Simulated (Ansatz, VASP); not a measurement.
**MoH5: VASP beside Ansatz**

```
CELL_PARAMETERS angstrom
3.16708 0.00000 0.00000
0.00000 3.16708 0.00000
0.00000 0.00000 3.29124
ATOMIC_POSITIONS crystal
H 0.21491 0.50000 0.00000
H 0.78509 0.50000 0.00000
H 0.50000 0.21491 0.00000
H 0.50000 0.78509 0.00000
H 0.00000 0.00000 0.00000
Mo 0.00000 0.00000 0.50000
```

Alike in both runs: functional PBE; k mesh 6 × 6 × 6; occupations gaussian, width 0.1 eV; no spin polarisation.

Ansatz relaxed the structure, and its values are those at the end. VASP's run is a single point on that final structure, the one shown.

```csv
,VASP,Ansatz
version,VASP 6.6.1,Ansatz 0.2.0
potentials or method,"VASP PAW PBE potentials, release 64 (H, Mo_sv)","scalar-relativistic, plane waves, PAW"
plane-wave cutoff (eV),520,420
valence electrons in the cell,19,19
```

```tsv
	VASP	Ansatz	Ansatz less VASP
gap on the k mesh at the Fermi level (eV)	none	none	-
pressure (GPa)	0.0	0.0	+0.07
```

A gap of «none» marks a metal or a gap that the smearing closes. With one functional, cell and mesh, what is left measures potentials, basis and numerics.
